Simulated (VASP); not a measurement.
A run of VASP 6.6.1 is set up as follows.

File INCAR:

```
SYSTEM = Si3Ge
PREC = Normal
ENCUT = 520
EDIFF = 1E-4
ISMEAR = 0
SIGMA = 0.15
LREAL = .False.
LASPH = .True.
NELM = 60
ALGO = Fast
ISIF = 3
LWAVE = .False.
LCHARG = .False.
GGA = PE
IBRION = 2
NSW = 24
EDIFFG = -0.08
```

Contents of KPOINTS:

```
regular mesh
0
Gamma
  5 5 5
  0 0 0
```

POSCAR

```
Si3Ge
1.0
   -2.7450000000      2.7450000000      5.4900000000
    2.7450000000     -2.7450000000      5.4900000000
    2.7450000000      2.7450000000     -5.4900000000
Si Ge
6 2
Direct
    0.5000000000      0.5000000000      0.0000000000
    0.6250000000      0.6250000000      0.5000000000
    0.1250000000      0.1250000000      0.5000000000
    0.2500000000      0.7500000000      0.5000000000
    0.8750000000      0.3750000000      0.0000000000
    0.3750000000      0.8750000000      0.0000000000
    0.0000000000      0.0000000000      0.0000000000
    0.7500000000      0.2500000000      0.5000000000
```

Potentials or basis: VASP PAW PBE potentials, release 64 (Si, Ge_d).

Command:

```bash
$ cat potpaw_PBE.64/Si/POTCAR potpaw_PBE.64/Ge_d/POTCAR > POTCAR
$ mpirun -np 1 vasp_std > vasp.out
```

(1) Estimate the relaxed cell.

(2) What does it give for the space group after relaxing (to 0.05 Å)?

(3) What does it give for the band gap on the k mesh?

(4) Estimate the relaxed volume.

Answers

(1) a = 6.780 Å, b = 6.780 Å, c = 6.780 Å, α = 131.81°, β = 131.81°, γ = 70.54°.

(2) I-42d (No. 122).

(3) 0.60 eV, indirect (least direct gap 0.68 eV).

(4) 21.21 Å³/atom.

Caveat: an odd mesh through Γ misses points on the zone boundary, where band edges often lie.
